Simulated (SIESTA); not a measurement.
Crystal: ZnS.

```
Zn S
1.0
     0.00000    2.70200    2.70200
     2.70200    0.00000    2.70200
     2.70200    2.70200    0.00000
Zn S
1 1
Cartesian
  4.0530 4.0530 4.0530
  0.0000 0.0000 0.0000
```

Base run:

* Program: SIESTA 5.4.2
* Functional: PBEsol
* Potentials or basis: PseudoDojo 0.4 standard (PBEsol files)
* Basis: DZP (energy shift 0.003 Ry; two zetas on semicore shells)
* Grid cutoff: 800 Ry
* Energy shift: 0.003 Ry
* k mesh: 9 × 9 × 9
* Occupations: fermi-dirac, width 0.05 eV
* Spin: no spin polarisation

Its results: band gap on the k mesh 2.36 eV, direct; pressure -1.1 GPa.

Task: The run is repeated on the same cell with these changes: functional from PBEsol to LDA; potentials or basis from PseudoDojo 0.4 standard (PBEsol files) to PseudoDojo 0.4 standard (LDA files). What comes out?

Result: Band gap on the k mesh 2.26 eV, direct; pressure -3.7 GPa.

Caveats: short orbitals over semicore shells can move pressures by several GPa; the valence orbitals were made in a potential fitted to the semicore shell under them, which widens gaps by tenths of an eV or more; the basis of atomic orbitals isn't converged, which shifts pressures, moduli and gaps.
